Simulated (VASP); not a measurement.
# Te2Mo (P6_3/mmc) in VASP: a series of runs, part 2 of 2

VASP 6.6.1. Earlier steps stand in the parts before.

## 4. Dielectric tensor, LDA

This run uses another cell than the first one, of 24.00 Å³/atom, 0.866 times its volume.

The input, INCAR:

```
PREC = Accurate ; ENCUT = 600
EDIFF = 1E-8 ; ISMEAR = 0
SIGMA = 0.03 ; LREAL = F
LASPH = T ; NELM = 80
ALGO = Normal ; ISIF = 2
LWAVE = F ; LCHARG = F
GGA = CA ; LEPSILON = T
KPAR = 2
```

The input, KPOINTS:

```
Automatic mesh
0
Gamma
  12 12 3
```

The input, POSCAR:

```
Te2Mo                                   
1.0
    3.4742783243      0.0000000000      0.0000000000
   -1.7371391621      3.0088132886      0.0000000000
    0.0000000000      0.0000000000     13.7742939934
  Te              Mo            
     4     2
Direct
     0.3333333332999970    0.6666666667000030    0.6193742274411562
     0.6666666667000030    0.3333333332999970    0.1193742274411562
     0.3333333332999970    0.6666666667000030    0.8806257725588438
     0.6666666667000030    0.3333333332999970    0.3806257725588438
     0.3333333332999970    0.6666666667000030    0.2500000000000000
     0.6666666667000030    0.3333333332999970    0.7500000000000000
```

Potentials or basis: VASP PAW LDA potentials, release 64 (Te, Mo_sv).

The run is started by

```
$ cat potpaw_LDA.64/Te/POTCAR potpaw_LDA.64/Mo_sv/POTCAR > POTCAR
$ mpirun -np 2 vasp_std > vasp.out
```

OUTCAR:

```text
PREC = Accurate
   ENCUT = 600
   EDIFF = 1E-8
   ISMEAR = 0
   LREAL = F
   LASPH = T
   NELM = 80
   ISIF = 2
   GGA = CA
   LEPSILON = T

 ion  position               nearest neighbor table
   1  0.333  0.667  0.619-   6 2.69   6 2.69   6 2.69   3 3.60
   2  0.667  0.333  0.119-   5 2.69   5 2.69   5 2.69   4 3.60
   3  0.333  0.667  0.881-   6 2.69   6 2.69   6 2.69   1 3.60
   4  0.667  0.333  0.381-   5 2.69   5 2.69   5 2.69   2 3.60
   5  0.333  0.667  0.250-   2 2.69   4 2.69   2 2.69   4 2.69   2 2.69   4 2.69
   6  0.667  0.333  0.750-   1 2.69   3 2.69   1 2.69   3 2.69   1 2.69   3 2.69

  LATTYP: Found a hexagonal cell.
 ALAT       =     3.4742783243
 C/A-ratio  =     3.9646489739

  Lattice vectors:

 A1 = (   3.4742783243,   0.0000000000,   0.0000000000)
 A2 = (  -1.7371391621,   3.0088132886,   0.0000000000)
 A3 = (   0.0000000000,   0.0000000000,  13.7742939934)

Analysis of symmetry for initial positions (statically):
=====================================================================
 Subroutine PRICEL returns:
 Original cell was already a primitive cell.

 Routine SETGRP: Setting up the symmetry group for a
 hexagonal supercell.

 Subroutine GETGRP returns: Found 24 space group operations
 (whereof 12 operations were pure point group operations)
 out of a pool of 24 trial point group operations.

The static configuration has the point symmetry D_3d.
 The point group associated with its full space group is D_6h.

Analysis of symmetry for dynamics (positions and initial velocities):
=====================================================================
 Subroutine PRICEL returns:
 Original cell was already a primitive cell.

 Routine SETGRP: Setting up the symmetry group for a
 hexagonal supercell.

 Subroutine GETGRP returns: Found 24 space group operations
 (whereof 12 operations were pure point group operations)
 out of a pool of 24 trial point group operations.

The dynamic configuration has the point symmetry D_3d.
 The point group associated with its full space group is D_6h.

 Subroutine INISYM returns: Found 24 space group operations
 (whereof 12 operations are pure point group operations),
 and found     1 'primitive' translations

----------------------------------------------------------------------------------------

                                     Primitive cell

  volume of cell :     143.9890

  direct lattice vectors                    reciprocal lattice vectors
     3.474278324  0.000000000  0.000000000     0.287829560  0.166178474  0.000000000
    -1.737139162  3.008813289  0.000000000     0.000000000  0.332356947  0.000000000
     0.000000000  0.000000000 13.774293993     0.000000000  0.000000000  0.072599002

  length of vectors
     3.474278324  3.474278324 13.774293993     0.332356947  0.332356947  0.072599002

  position of ions in fractional coordinates (direct lattice)
     0.333333333  0.666666667  0.619374227
     0.666666667  0.333333333  0.119374227
     0.333333333  0.666666667  0.880625773
     0.666666667  0.333333333  0.380625773
     0.333333333  0.666666667  0.250000000
     0.666666667  0.333333333  0.750000000
[... 958 lines left out ...]
 -----------------------------------------------------------------------------
  energy-cutoff  :      600.00
  volume of cell :      143.99
      direct lattice vectors                 reciprocal lattice vectors
     3.474278324  0.000000000  0.000000000     0.287829560  0.166178474  0.000000000
    -1.737139162  3.008813289  0.000000000     0.000000000  0.332356947  0.000000000
     0.000000000  0.000000000 13.774293993     0.000000000  0.000000000  0.072599002

 POSITION                                       TOTAL-FORCE (eV/Angst)
 -----------------------------------------------------------------------------------
     -0.00000      2.00588      8.53144        -0.000000     -0.000000     -0.002604
      1.73714      1.00294      1.64430        -0.000000     -0.000000     -0.002604
     -0.00000      2.00588     12.13000        -0.000000      0.000000      0.002604
      1.73714      1.00294      5.24285        -0.000000     -0.000000      0.002604
     -0.00000      2.00588      3.44357         0.000000     -0.000000      0.000000
      1.73714      1.00294     10.33072         0.000000      0.000000      0.000000
 -----------------------------------------------------------------------------------
    total drift:                               -0.000000      0.000000     -0.000000

  FREE ENERGIE OF THE ION-ELECTRON SYSTEM (eV)
  ---------------------------------------------------
  free  energy   TOTEN  =       -41.2650507425 eV

  energy  without entropy=      -41.2650507425  energy(sigma->0) =      -41.26505074

 HEAD OF MICROSCOPIC STATIC DIELECTRIC TENSOR (INDEPENDENT PARTICLE, excluding Hartree and local field effects)
 ------------------------------------------------------
          21.283151     0.000000     0.000000
           0.000000    21.283151     0.000000
          -0.000000     0.000000    15.359692
 ------------------------------------------------------

 Free energy of the ion-electron system (eV)
  ---------------------------------------------------
  ---------------------------------------------------
  free energy    TOTEN  =        -7.98269265 eV

  energy without entropy =       -7.98269265

------------------------ aborting loop because EDIFF is reached ----------------------------------------

--------------------------------------- Ionic step        2  -------------------------------------------

------------------------ aborting loop because EDIFF is reached ----------------------------------------

--------------------------------------- Ionic step        3  -------------------------------------------

 Free energy of the ion-electron system (eV)
  ---------------------------------------------------
  ---------------------------------------------------
  free energy    TOTEN  =        -4.56398644 eV

  energy without entropy =       -4.56398644

------------------------ aborting loop because EDIFF is reached ----------------------------------------

 PIEZOELECTRIC TENSOR FIELD DIRECTION 3  (e Angst)
 -----------------------------------------------------------------------------
     0.00062  0.00000  0.00000           (  0.00003  0.00000  0.00000)
    -0.00000  0.00062 -0.00000           (  0.00000  0.00003 -0.00000)
     0.00000  0.00000 -0.01266           (  0.00000 -0.00000  0.00003)

 PIEZOELECTRIC TENSOR FIELD DIRECTION 3  (C/m^2)
 -----------------------------------------------------------------------------
     0.00007  0.00000  0.00000
    -0.00000  0.00007 -0.00000
     0.00000  0.00000 -0.00141

 MACROSCOPIC STATIC DIELECTRIC TENSOR (including local field effects in DFT)
 ------------------------------------------------------
          20.180755     0.000000     0.000000
           0.000000    20.180755     0.000000
           0.000000     0.000000    12.055659
 ------------------------------------------------------

 PIEZOELECTRIC TENSOR (including local field effects)  for field in x, y, z        (e  Angst)
          XX          YY          ZZ          XY          YZ          ZX
  --------------------------------------------------------------------------------
  x     0.00000     0.00000     0.00000     0.00000     0.00000     0.00000
  y     0.00000     0.00000     0.00000     0.00000     0.00000     0.00000
  z     0.00000     0.00000     0.00000     0.00000     0.00000     0.00000

 PIEZOELECTRIC TENSOR (including local field effects)  for field in x, y, z        (C/m^2)
          XX          YY          ZZ          XY          YZ          ZX
  --------------------------------------------------------------------------------
  x     0.00000     0.00000     0.00000     0.00000     0.00000     0.00000
  y     0.00000     0.00000     0.00000     0.00000     0.00000     0.00000
  z     0.00000     0.00000     0.00000     0.00000     0.00000     0.00000

 BORN EFFECTIVE CHARGES (including local field effects) (in |e|, cummulative output)
 ---------------------------------------------------------------------------------
 ion    1
    1     1.65499     0.00000    -0.00000
    2     0.00000     1.65499    -0.00000
    3     0.00000     0.00000     0.96029
 ion    2
    1     1.65499     0.00000     0.00000
    2     0.00000     1.65499     0.00000
    3    -0.00000     0.00000     0.96029
 ion    3
    1     1.65499     0.00000     0.00000
    2     0.00000     1.65499     0.00000
    3    -0.00000     0.00000     0.96029
 ion    4
    1     1.65499     0.00000    -0.00000
    2     0.00000     1.65499    -0.00000
    3     0.00000    -0.00000     0.96029
 ion    5
    1    -3.30998    -0.00000     0.00000
    2    -0.00000    -3.30998    -0.00000
    3     0.00000     0.00000    -1.92059
 ion    6
    1    -3.30998    -0.00000     0.00000
    2    -0.00000    -3.30998    -0.00000
    3    -0.00000     0.00000    -1.92059
```

Run time: 23 min. Hardware: 2 MPI ranks of Intel Xeon Platinum 8488C (Sapphire Rapids), shared host; peak memory 1.1 GiB.

Results:

- Band gap on the k mesh: 0.68 eV, indirect (least direct gap 1.10 eV)
- Electronic dielectric tensor (diagonal): 20.18, 20.18, 12.06
- Born charges (mean of the diagonal): Te +1.42; Mo -2.85 e

Electronic dielectric tensor:
```
20.18  0.00  0.00
 0.00 20.18  0.00
 0.00  0.00 12.06
```

Born effective charge tensors (e):
atom 1, Te
```
1.65 0.00 0.00
0.00 1.65 0.00
0.00 0.00 0.96
```
atom 2, Te
```
1.65 0.00 0.00
0.00 1.65 0.00
0.00 0.00 0.96
```
atom 3, Te
```
1.65 0.00 0.00
0.00 1.65 0.00
0.00 0.00 0.96
```
atom 4, Te
```
1.65 0.00 0.00
0.00 1.65 0.00
0.00 0.00 0.96
```
atom 5, Mo
```
-3.31  0.00  0.00
 0.00 -3.31  0.00
 0.00  0.00 -1.92
```
atom 6, Mo
```
-3.31  0.00  0.00
 0.00 -3.31  0.00
 0.00  0.00 -1.92
```

Caveat: the gap is small at this level, which inflates the dielectric constant; spin-orbit coupling is left out, which moves the levels of the heavy elements; an odd mesh through Γ misses points on the zone boundary, where band edges often lie.

## 5. Summary

| task | level | potentials or basis | cell | k mesh | monkhorst-Pack mesh | by perturbation theory | gap on the mesh (eV) |
| --- | --- | --- | --- | --- | --- | --- | --- |
| dielectric tensor | PBE | VASP PAW PBE potentials, release 64 (Te, Mo_sv) | P6_3/mmc, 27.73 Å³/atom | 12 × 12 × 3 | no | - | 1.00 |
| phonons | LDA | VASP PAW LDA potentials, release 64 (Te, Mo_sv) | P6_3/mmc, 24.0 Å³/atom | 9 × 9 × 2 | - | no | - |
| dielectric tensor | LDA | VASP PAW LDA potentials, release 64 (Te, Mo_sv) | P6_3/mmc, 24.0 Å³/atom | 12 × 12 × 3 | no | - | 0.68 |

Alike in all rows: no spin polarisation; cutoff (eV) 600; smearing gaussian 0.03 eV.

Caveats: spin-orbit coupling is left out, which moves the levels of the heavy elements (some runs); an odd mesh through Γ misses points on the zone boundary, where band edges often lie (some runs); this functional lacks dispersion, which binds the layers, so the pressure and a relaxed spacing across them are unreliable (some runs); the gap is small at this level, which inflates the dielectric constant (some runs).

Total energies depend on the potentials used, so only differences within one code and one set of settings carry meaning.

## 6. Comparison with measurements

Step 2. The gap isn't set beside the deposited one, since this odd mesh misses points on the zone boundary.

Step 4. The gap isn't set beside the deposited one, since this odd mesh misses points on the zone boundary.
